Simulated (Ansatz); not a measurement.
# SiO2: compression at zero temperature

One table from this session's results is given with a row withheld; the runs are named, their logs left out.

Method: DFT LDA, scalar-relativistic, plane waves, PAW, in Ansatz 0.2.0.

2 further runs of the same task are left out: 2 set aside as unsound or not needed.

### The system as given

It takes space group P6_422 (No. 181, hexagonal). The conventional cell has a = 5.039 Å, b = 5.039 Å, c = 5.525 Å, α = 90.00°, β = 90.00°, γ = 120.00°. Si (site symmetry 222) has 4 O at 1.60 Å in its first shell of neighbours. O (site symmetry 2) is surrounded by 2 Si at 1.60 Å.

Coordinates:

```
CELL_PARAMETERS angstrom
5.03870 0.00000 0.00000
-2.51935 4.36364 0.00000
0.00000 0.00000 5.52486
ATOMIC_POSITIONS crystal
Si 0.00000 0.50000 0.33333
Si 0.50000 0.50000 0.66667
Si 0.50000 0.00000 0.00000
O 0.58439 0.79220 0.83333
O 0.79220 0.58439 0.50000
O 0.79220 0.20780 0.16667
O 0.41561 0.20780 0.83333
O 0.20780 0.41561 0.50000
O 0.20780 0.79220 0.16667
```

It goes back to an entry of the Materials Project, which need not be the stable form.

This cell was relaxed beforehand with the same method: volume 13.50 Å³/atom, gap on the mesh 5.50 eV.

Set-up of the first run:

Contents of input.yaml:

```yaml
crystal:
  lattice:
    - [5.0551262644, 0.0, 0.0]
    - [-2.5275631322, 4.3778677643, 0.0]
    - [0.0, 0.0, 5.5428679339]
  atoms:
    - { symbol: Si, position: [0.0, 0.5, 0.3333333333] }
    - { symbol: Si, position: [0.5, 0.5, 0.6666666667] }
    - { symbol: Si, position: [0.5, 0.0, 0.0] }
    - { symbol: O, position: [0.5843949023, 0.7921974511, 0.8333333333] }
    - { symbol: O, position: [0.7921974511, 0.5843949023, 0.5] }
    - { symbol: O, position: [0.7921974511, 0.2078025489, 0.1666666667] }
    - { symbol: O, position: [0.4156050977, 0.2078025489, 0.8333333333] }
    - { symbol: O, position: [0.2078025489, 0.4156050977, 0.5] }
    - { symbol: O, position: [0.2078025489, 0.7921974511, 0.1666666667] }
basis:
  ecutwfc: 420
kpoints:
  mp_grid: { grid: [6, 6, 4] }
hamiltonian:
  xc: lda
scf:
  occupations: { method: gaussian, width: 0.02 }
output:
  forces: true
  stress: true
  eigenvalues: true
relax:
  adjacent_minimum: "off"
  f_tol: 0.008
  max_steps: 50
  cell: { stress_tol: 0.08, p_target: -1.0 }
```

Started as:

```
$ ansatz run input.yaml --threads 2 --pin off --max-ram 5120MiB --backend cpu --events-out ev --progress --plain --runs-dir out
```

Steps of the session up to this table: Target pressure -1 GPa; The gap over the whole zone at -1 GPa; Relaxing at 1 GPa; The gap over the whole zone at 1 GPa; Target pressure 4 GPa; Seeking the band edges at 4 GPa; Target pressure 12 GPa; The gap over the whole zone at 12 GPa; 25 GPa; Seeking the band edges at 25 GPa.

One of the session's tables, all rows but one given; the rest of the session is left out.

Lengths are those of the vectors of the cell that was run:

| P (GPa) | V (Å³/atom) | a (Å) | b (Å) | c (Å) | ΔH (eV/atom) |
| --- | --- | --- | --- | --- | --- |
| -1 | 13.59 | 5.050 | 5.050 | 5.537 | -0.084 |
| 0 | 13.50 | 5.039 | 5.039 | 5.525 | 0.000 |
| 1 | ? | ? | ? | ? | ? |
| 4 | 13.12 | 4.982 | 4.982 | 5.495 | 0.332 |
| 12 | 12.45 | 4.858 | 4.858 | 5.481 | 0.970 |
| 25 | 11.33 | 4.559 | 4.559 | 5.666 | 1.936 |

Q: Estimate the row for P (GPa) = 1 from the others.

Worked estimate for «V (Å³/atom)». A straight line through the neighbours (0, 13.50) and (4, 13.12) gives 13.50 + (13.12 − 13.50) × (1 − 0) / (4 − 0) = 13.40; a parabola fitted to 4 rows on both sides gives 13.40.

**Answer.** V (Å³/atom): 13.40; a (Å): 5.024; b (Å): 5.024; c (Å): 5.516; ΔH (eV/atom): 0.084. In «V (Å³/atom)» the line misses by 0.00 and the parabola by 0.00.

ΔH is E + PV over the energy at zero pressure; a, b and c are the vectors of the computed cell.

To keep in mind: Other structures may take over in this range; these runs cannot find them.
